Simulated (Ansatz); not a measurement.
## AlNi under changes of volume

One of the cells (12.452 Å³/atom); the others are scaled copies at fixed shape and fractional positions:

```
Ni Al
1.0
     2.30068   -1.39468    0.00000
     2.30068    1.39468    0.00000
    -1.35645    0.00000    3.88084
Ni Al
1 1
Direct
  0.50000 0.50000 0.50000
  0.00000 0.00000 0.00000
```

The cell comes from a database or a generator and needn't be the stable form of this composition.

| Quantity | Value |
| --- | --- |
| Program | Ansatz 0.2.0 |
| Functional | r2SCAN |
| Potentials or basis | Ansatz PAW |
| Cutoff | 500 eV (not typed: the program's choice for these potentials) |
| k mesh | 11 × 11 × 7 |
| Occupations | fermi-dirac, width 0.05 eV |
| Spin | collinear spin, ferromagnetic start |
| Starting moments | [1.0, 0.0] μB |

| volume (Å³/atom) | energy over the lowest point (meV/atom) | pressure (GPa) |
| --- | --- | --- |
| 11.705 | ? | ? |
| 11.954 | 2.98 | 3.7 |
| 12.203 | 0.00 | 0.2 |
| 12.452 | 2.13 | -2.9 |
| 12.702 | 8.85 | -5.7 |
| 12.951 | 19.68 | -8.2 |
| 13.200 | 34.20 | -10.4 |

What does the run at 11.705 Å³/atom give?

Energy over the lowest point 11.66 meV/atom; pressure 7.6 GPa.

Worked out: A Birch-Murnaghan fit of order 3 (a polynomial in V^(-2/3)) to the other rows has its minimum at 12.22 Å³/atom with B0 = V·E''(V) = 160 GPa and B' = 4.3 at fixed shape and positions, which overstates the stiffness. It gives 11.62 meV/atom at 11.705 Å³/atom, against the run's 11.66, and -dE/dV = 7.5 GPa, against 7.6.

Energies are extrapolated to zero smearing.

Caveats: the magnetic or orbital state may not be the lowest; the PAW data sets come from PBE, with cores solved anew for the run's functional, which leaves a small shift of forces and pressure; the starting moments weren't kept.
